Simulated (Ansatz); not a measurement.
A single-point run of Ansatz (plane waves, PAW) on ZnSnN₂, ordered on the rocksalt lattice (Pmmn) with 8 atoms a cell, with the lines that name the functional removed. The geometry is the r2SCAN minimum.

```
CELL_PARAMETERS angstrom
3.21023 0.00000 0.00000
0.00000 4.29159 0.00000
0.00000 0.00000 6.58005
ATOMIC_POSITIONS crystal
Zn 0.00000 0.00000 0.90063
N 0.00000 0.50000 0.86585
Zn 0.50000 0.50000 0.09937
N 0.50000 0.00000 0.13415
Sn 0.00000 0.00000 0.36248
N 0.00000 0.50000 0.40314
Sn 0.50000 0.50000 0.63752
N 0.50000 0.00000 0.59686
```

```
scf.n_extra_bands = 6 over 36 filled bands (N_el = 72.0): the run solves 42 bands
Crystal: 8 atoms, lattice volume = 90.653 Å³
Basis set: ecut = 500 eV, 2307 PW (Γ)
Symmetry: 8 space group operations
Space group: Pmmn (ITA 59)
k-points: 60 of 192
SCF 1 converged in 8 iterations: F = -20266.696836 eV  dr2 = 4.07e-8
SCF converged after 8 iterations
Free energy (F): -20266.696836 eV
Fermi energy:    12.567263 eV
--- Per-component energies (eV) ---
  E_band       = 148.594798
  E_kinetic    = 1162.419917
  E_local      = -4722.649929
  E_nonlocal   = 1365.600523
  E_hartree    = 2311.899905
  E_xc         = -1230.700175
  E_vxc        = -646.892201
  E_paw        = -12561.641477
  E_vpaw       = -1670.638017
  E_vtau       = 36.956703
  E_ewald      = -6592.612709
  E_core_change = 0.987144
--- Forces (eV/Å), atoms counted from 1 ---
  atom   1  Zn      0.00000      0.00000    -0.00105
  atom   2  N       0.00000      0.00000      0.00136
  atom   3  Zn      0.00000      0.00000      0.00105
  atom   4  N       0.00000      0.00000    -0.00136
  atom   5  Sn      0.00000      0.00000      0.00186
  atom   6  N       0.00000      0.00000    -0.00038
  atom   7  Sn      0.00000      0.00000    -0.00186
  atom   8  N       0.00000      0.00000      0.00038
--- Stress (GPa, compression-positive) ---
       -0.003350       0.000000       0.000000
        0.000000      -0.007614       0.000000
        0.000000       0.000000      -0.009055
  P = ⅓ Tr σ = -0.0067 GPa (-0.067 kbar)
--- Band table (eV; the first three rows and the last of 60) ---
  k-point 0: bands = […, 9.5355, 11.5026, 11.5443, 11.7205, 11.7646, 12.2160, 13.5451, 13.6699, 18.2872, 18.6692, …]
  k-point 1: bands = […, 10.0525, 10.7921, 11.0636, 11.3938, 11.8956, 12.2793, 14.2809, 14.6408, 17.2158, 17.5527, …]
  k-point 2: bands = […, 9.8013, 10.5237, 10.5516, 11.2072, 12.1431, 12.1572, 15.2898, 15.7132, 16.3002, 16.5183, …]
  k-point 59: bands = […, 10.3318, 10.3318, 10.8038, 10.8038, 11.4347, 11.4347, 17.8629, 17.8629, 18.6847, 18.6847, …]
```

The file bands.tsv (bands near the Fermi energy, numbered from 0, rounded):
```tsv
# k_distance	band_31	band_32	band_33	band_34	band_35	band_36	band_37	band_38	band_39
# fermi_ev = 12.567263
# [0, 0, 0] at k_distance = 0.000000
# [0.5, 0, 0] at k_distance = 0.978618
# [0.5, 0.5, 0] at k_distance = 1.710653
# [0, 0.5, 0] at k_distance = 2.689271
# [0, 0, 0.5] at k_distance = 3.563242
# [0.5, 0, 0.5] at k_distance = 4.541860
# [0.5, 0.5, 0.5] at k_distance = 5.273895
# [0, 0.5, 0.5] at k_distance = 6.252513
# [0.145833, 0.466146, -0.5] at k_distance = 7.250376
# levels_relative_to = fermi_ev
0.000	-1.065	-1.023	-0.847	-0.803	-0.351	0.978	1.103	5.720	6.102
0.979	-2.697	-2.488	-2.488	-0.770	-0.770	1.624	1.624	6.165	6.165
1.711	-3.499	-0.463	-0.463	-0.164	-0.164	4.067	4.067	5.375	5.375
2.689	-1.981	-0.397	-0.397	-0.196	-0.196	3.613	3.613	5.359	5.359
3.563	-2.044	-2.016	-1.360	-0.424	-0.410	2.723	3.146	3.733	3.951
4.542	-3.144	-2.500	-2.500	-1.529	-1.529	3.400	3.400	4.004	4.004
5.274	-2.235	-1.763	-1.763	-1.133	-1.133	5.296	5.296	6.117	6.117
6.253	-1.552	-0.847	-0.847	-0.389	-0.389	4.288	4.288	5.863	5.863
7.250	-2.071	-0.878	-0.543	-0.021	0.035	5.027	5.183	6.209	6.448
```
In order the rows are Γ, X, S, Y, Z, U, R, T, (0.146, 0.466, -1/2).

**Question.** Which level of theory was used?
A. PBE0
B. PBE
C. r2SCAN
D. LDA

**Answer.** C. r2SCAN. The term E_vtau belongs to a meta-GGA, which reads the kinetic-energy density. There is no exchange loop, so no exact exchange. The stress vanishes on a cell relaxed with r2SCAN. r2SCAN gives an indirect gap of 0.94 eV, from k = (0.146, 0.466, -1/2) to Γ; the least direct gap is 1.33 eV at Γ. Within one family of functionals the choice rests on the size of the gap and stress, not on a line of the log.

Command: `ansatz run input.yaml --threads 2 --pin off --max-ram 20275MiB --backend cpu --events-out ev --progress --plain --runs-dir out`. Wall time 12 s on 2 threads of AMD EPYC 7R13 Processor (Zen 3), with other jobs on the host, load about 3.7 per core; peak host memory 0.89 GiB.

No spin polarisation and no zero-point or thermal motion; the cell was built from a prototype and may be hypothetical.

Spin-orbit coupling is left out, which matters wherever the heavy atoms make up the band edges.
